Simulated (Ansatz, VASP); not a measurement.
# TiSe2 in VASP and in Ansatz

```
CELL_PARAMETERS angstrom
3.53936 0.00000 0.00000
-1.76968 3.06518 0.00000
0.00000 0.00000 6.70837
ATOMIC_POSITIONS crystal
Ti 0.00000 0.00000 0.00000
Se 0.33333 0.66667 0.23093
Se 0.66667 0.33333 0.76907
```

Alike in both runs: functional PBE; k mesh 15 × 15 × 8; occupations gaussian, width 0.1 eV; no spin polarisation.

Ansatz relaxed the structure, and its values are those at the end. VASP's run is a single point on that final structure, the one shown.

|  | VASP | Ansatz |
| --- | --- | --- |
| version | VASP 6.6.1 | Ansatz 0.2.0 |
| potentials or method | VASP PAW PBE potentials, release 64 (Ti_sv, Se) | scalar-relativistic, plane waves, PAW |
| plane-wave cutoff (eV) | 520 | 420 |
| valence electrons in the cell | 24 | 44 |

|  | VASP | Ansatz | Ansatz less VASP |
| --- | --- | --- | --- |
| gap on the k mesh at the Fermi level (eV) | none | none | - |
| pressure (GPa) | 0.1 | 0.0 | -0.09 |
| rms of the force components (eV/Å) | 0.008 | 0.000 | -0.0078 |

A gap of «none» marks a metal or a gap that the smearing closes. The functional is the same, so the differences come from potentials, cutoffs and numerics. The two sets of potentials don't hold the same shells in valence. Ansatz warned: «structure_snapped_to_symmetry».

Caveats: this functional lacks dispersion, which binds the layers, so the pressure and a relaxed spacing across them are unreliable.
